Page: pushing the close-packed planes of aluminium together in pairs

Adjacent (111) planes move by equal distances in opposite directions along their normal. Every second gap therefore narrows while the gaps between widen, and the cell itself is held fixed. The amplitude x is the displacement of each plane. The force along the mode is the slope of the energy with its sign reversed, and it counts both atoms of the cell; one atom feels half of it. The undisturbed crystal is cubic; the displaced rows keep only a lower, trigonal symmetry.

A normal mode frozen into fcc Al (undisturbed: Fm-3m, a = 3.983 Å) in a fixed two-atom cell, computed with Ansatz 0.2.0 (plane-wave PAW, scalar-relativistic PBE-D3(BJ), no spin polarisation). Cutoff 420 eV, Gamma-centred 24×24×24 k mesh, Gaussian smearing 0.15 eV. Energies are free energies relative to the undisturbed cell; pressure is positive in compression.

```
amplitude (Å of the largest displacement)  energy change (meV a cell)  force along mode (eV/Å)  pressure (GPa)
                                    -0.12                       176.9                    3.034            2.66
                                    -0.06                        43.2                    1.450            0.63
                                        0                         0.0                    0.000           -0.04
                                    0.015                         2.7                   -0.358            0.01
                                     0.03                        10.7                   -0.716            0.13
                                    0.045                        24.2                   -1.079            0.34
                                    0.075                        67.8                   -1.832            1.01
                                     0.09                        98.2                   -2.222            1.48
                                    0.105                       134.5                   -2.622            2.03
```

1. Is the undisturbed crystal stable against this motion, and does the sign of x matter?

It is stable: the energy is higher in every displaced row, and the force always points back towards zero. The sign has no physical meaning here. Reversing it only swaps the narrow gaps with the wide ones, which gives the same crystal shifted by one plane. The row at −0.12 Å can therefore be read as the next step after 0.105 Å.

2. How stiff is the motion, and how fast would it vibrate?

At the smallest displacement the force divided by the distance is 0.358/0.015 = 23.9 eV/Å². Two atoms of mass m share this spring, so the angular frequency is

ω = √(k/2m),

where k is the stiffness at vanishing amplitude. With the k fitted in the next answer this gives 346.5 cm⁻¹; the normal-mode calculation that supplied the pattern gave 347.1 cm⁻¹, so the decimal isn't secure. Heavier atoms with the same bonding would leave the whole table unchanged and lower only the frequency, as one over the square root of the mass.

3. Up to what amplitude is it a simple spring?

For a simple spring, force over displacement would stay constant. Up to 0.045 Å it does so within 1 %. Between 0.015 and 0.12 Å, however, it rises by 6 %, so the motion hardens. A least-squares fit to the forces of all nine rows gives

force = −(kx + qx³), with k = 23.83 eV/Å² and q = 102 eV/Å⁴.

Integrating the force gives the energy:

E = kx²/2 + qx⁴/4.

At 0.12 Å the first term is 171.6 meV and the second 5.3 meV, together 176.9 meV, as in the table. The force of this row was part of the fit, but no energy was. The agreement shows that forces and energies describe the same curve; it doesn't yet explain the hardening.

4. Why does it harden, when half of the gaps become wider and softer?

Let W be the energy of two adjacent planes as a function of their distance, and d their distance at rest. The two gaps become d + 2x and d − 2x, so the energy of the cell changes by

E = W(d + 2x) + W(d − 2x) − 2W(d) = 4W₂x² + (4/3)W₄x⁴ + …

Here W₂, W₃ and W₄ are the second, third and fourth derivatives of W at d. The odd terms cancel because one gap gains what the other loses. Beyond the simple spring, the fourth-order term remains. In this picture the hardening means that it is positive: a narrowed gap stiffens by more than an equally widened gap softens. That is expected where the repulsion between planes rises ever more steeply as they approach. Second-neighbour planes move together, keep their distance and add nothing to this energy. Planes three apart do change their distance, but this simple picture neglects them.

5. The third-order term has cancelled. Does it leave any trace?

It appears in the pressure. A narrowed gap pushes outwards harder than a widened one pulls inwards, and since the cell can't expand, the difference remains as stress along the displacement. This makes up about half of the rise in pressure; the other half is stress within the planes, to which the next answer returns. The pressure grows as the square of the amplitude and has risen by 2.7 GPa at 0.12 Å. The small negative pressure of the undisturbed row is a numerical residue, as is its shear stress of 0.08 GPa, which a cubic crystal can't have; only differences from that row should be used.

6. Can the pressure then predict the hardening?

The part along the displacement can, if the shape of W is assumed. The stress tensor of the same calculation shows that the stress along the displacement rises by 4.1 GPa at 0.12 Å. With S for this rise and A for the area per atom in a plane, the picture of question 4 gives

S·A = −x²(2W₃ + 4W₂/d).

The last term arises because the displacement is stretched along with the cell when the stress is taken. The stiffness fixes W₂ = k/8, the stress then fixes W₃, and the assumed shape supplies W₄ and so q = (16/3)W₄. A Morse curve, which has a repulsive wall and an attractive tail and is placed here with its minimum at d, gives q = 106 eV/Å⁴, 3 % above the fitted value. A plain exponential gives 136 eV/Å⁴, 33 % too much.

So the Morse curve gives a hardening of the right size, with no constant adjusted to it. The 3 % shouldn't be taken at face value, because q itself isn't fixed that well. The rise of force over displacement, divided by the rise of x², lies about a fifth above the fitted q between 0.045 and 0.075 Å and nearly a tenth below it between 0.09 and 0.12 Å. The Morse value falls inside this spread and the exponential above it. Its shape is still a choice, though, and the exponential shows how much depends on it. The agreement therefore fits the picture of planes pushing on their neighbours but doesn't prove it. The stress across the displacement also rises, by 2.0 GPa, and an energy that depends only on the distance between planes can't account for that. Bonds between neighbouring atoms can: they run slantwise across each gap, so a squeezed bond pushes sideways as well as along the normal, and with the same W₂ and W₃ a sideways stress of about this size is expected.

7. Which row and which column give the most reliable frequency?

Of the printed columns, the forces at small amplitude do. At 0.015 Å the energy is printed as 2.7 meV, and its last digit alone leaves the frequency uncertain by 0.9 %; for the printed force the figure is 0.07 %. A large step avoids the rounding but brings in the hardening: the force at 0.12 Å taken alone would make the frequency 3 % too high. Several forces fitted with a cubic term avoid most of both errors; the 0.2 % between this fit and the normal-mode calculation is a fairer measure of what remains than the rounding is.

8. What would a slightly different cell edge do?

The pressure answers this too. If a smaller cell makes the spring stiffer, the energy stored in the spring depends on the volume, and that dependence is a pressure. With V for the cell volume and ΔP for the rise in pressure,

γ = V·ΔP/(kx²) + 1/3.

The Grüneisen parameter γ is the percentage by which the frequency rises when the volume shrinks by 1 %. The added 1/3 again allows for the displacement scaling with the cell. A parabola through the pressures of all nine rows gives γ = 1.9, so a cell edge shorter by 1 % raises the frequency by nearly 6 %.

This matters here because the computed edge is one to two per cent shorter than the measured one (a rough, recalled figure). The likely cause is the D3 correction: it adds an attraction between pairs of atoms that the mobile electrons of a metal are expected to screen. The short edge alone should put the frequency some 6 to 11 % too high, far more than any rounding in the table. The practical rule is to settle the cell edge before refining the displacements: an error of 1 % in the edge costs about twice as much as reading the frequency from the force of the largest step alone.
